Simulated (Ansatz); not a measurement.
The system is TePt.

```
Pt Te
1.0
     1.98157    1.14406    6.66103
    -1.98157    1.14406    6.66103
     0.00000   -2.28812    6.66103
Pt Te
2 2
Direct
  0.12967 0.12967 0.12967
  0.87033 0.87033 0.87033
  0.40200 0.40200 0.40200
  0.59800 0.59800 0.59800
```

| Quantity | Value |
| --- | --- |
| Program | Ansatz 0.2.0 |
| Task | single point |
| Functional | PBEsol |
| Potentials or basis | all-electron LAPW, scalar-relativistic |
| Cutoff | 311 eV (chosen from the basis error) |
| Basis error allowed | 0.001 eV/atom |
| k mesh | 8 × 8 × 8 |
| Occupations | fermi-dirac, width 0.05 eV |
| Spin | no spin polarisation |

On this cell: pressure -0.3 GPa; largest force 0.193 eV/Å; band gap on the k mesh none (metal or under the smearing width).

The same run follows on a disturbed copy (atoms moved at random, drawn with an rms of 0.05 Å):

```
Pt Te
1.0
     1.98157    1.14406    6.66103
    -1.98157    1.14406    6.66103
     0.00000   -2.28812    6.66103
Pt Te
2 2
Cartesian
  -0.0211 0.0222 2.5663
  -0.0538 0.0106 17.4149
  0.0135 -0.0003 8.0384
  -0.0035 -0.0112 11.9243
```

Question: What does the disturbed cell give?

Answer: The energy (extrapolated to zero smearing) moves by +12.3 meV/atom; pressure 0.6 GPa; largest force 0.938 eV/Å; band gap on the k mesh none (metal or under the smearing width).

Forces on the atoms (eV/Å):
```
Pt   0.121 -0.228  0.578
Pt   0.589 -0.151 -0.715
Te  -0.272  0.168 -0.325
Te  -0.438  0.211  0.462
```

Stress tensor (GPa, compression positive):
```
 1.00 -0.07  0.05
-0.07  0.72  0.23
 0.05  0.23  0.17
```
